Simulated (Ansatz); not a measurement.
Structure: BN in the h-MgO-type structure (no longer in that coordination), at its r2SCAN minimum. It is hexagonal, P6_3/mmc (No. 194); a = 2.501 Å, c = 6.893 Å in the conventional setting, 9.33 Å³ an atom. B has 3 N at 1.44 Å; N has 3 B at 1.44 Å.

```
B N
1.0
     2.50084    0.00000    0.00000
    -1.25042    2.16579    0.00000
     0.00000    0.00000    6.89312
B N
2 2
Direct
  0.33333 0.66667 0.25000
  0.66667 0.33333 0.75000
  0.66667 0.33333 0.25000
  0.33333 0.66667 0.75000
```

The questions ask for values computed with Ansatz on this geometry. No spin polarisation. The prototype was imposed, so other structures may be more stable.

Given (12×12×4 mesh): The LDA gap is indirect, 4.15 eV (H to M), below the direct gap of 4.53 eV at H.

Q: What does PBE give for the gap (12×12×4 mesh)?

A: With PBE the valence top lies at M–K (0.90 of the way from M) and the conduction bottom at M, 4.33 eV higher; the smallest vertical gap, at H, is 4.66 eV. The gap differs by +0.18 eV from LDA's.

Q: Estimate the gap with r2SCANh on 9×9×4.

A: r2SCANh gives an indirect gap of 5.63 eV, from H to M; the least direct gap is 6.08 eV at H. The gap differs by +1.48 eV from LDA's.

Q: How does the gap change from LDA to DDH-PBE0 (9×9×4)?

A: With DDH-PBE0 the valence top lies at H and the conduction bottom at M, 6.44 eV higher; the smallest vertical gap, at H, is 6.87 eV. The share of exact exchange is 0.255. The gap differs by +2.29 eV from LDA's.

Q: What does G0W0@PBE with 276 empty bands, a screening cutoff of 220 eV and a 6×6×2 mesh give?

A: 6.04 eV (the shift on the mesh added to PBE's least gap). Over the mesh points the PBE gap of 4.34 eV becomes a quasiparticle gap of 6.06 eV (H to M), a change of +1.72 eV. Renormalisation factors Z lie between 0.75 and 0.84. The G0W0 figures hold for the stated bands, cutoff and mesh and aren't extrapolated.

Q: Roughly how does the cost of the r2SCANh run (9×9×4) compare with r2SCAN's (12×12×4)?

A: About 40 times as much (6 core-minutes against 9 core-seconds, on 2 threads of Intel(R) Xeon(R) Processor @ 2.50GHz (Skylake/Cascade Lake), on a shared host).

Q: What are ε∞ and the Born charges with r2SCAN?

A: The electronic dielectric tensor ε∞ is 4.30 along x and y, 2.50 along z. Born charges, averaged over directions: B +2.05, N -2.05 e.

Q: Relaxed again with PBEsol, is the cell stable at the zone centre, and where do its optical modes lie?

A: All optical modes at Γ are real, from 33 to 1362 cm⁻¹ without the longitudinal term; this says nothing of other wave vectors. With the long-range field the highest mode reaches 1590 cm⁻¹.

Q: Going by these computed values, what does each step up buy?

A: Taking G0W0@PBE (276 empty bands, 220 eV, 6×6×2), 6.04 eV, as the yardstick (a computed one, not at the basis limit), PBE0 comes nearest, +0.36 eV off, at about 30 times r2SCAN's cost; G0W0 itself took about 21 times r2SCAN's cost. The others: HSE06 -0.39, DDH-PBE0 +0.40, r2SCANh -0.41, r2SCAN -1.15, PBE -1.71, LDA -1.89 eV. The yardstick's own error is a tenth of an eV or more. r2SCAN covers 43 % of the step from PBE to HSE06, while HSE06 needs about 30 times r2SCAN's cost (on a coarser mesh). Among these functionals the gap stays indirect.

The meshes of the hybrids are coarse, so their gaps aren't converged to the digits shown.

Set aside, since their points miss a band edge that the other levels read or their mesh is too coarse: LC-ωPBE.
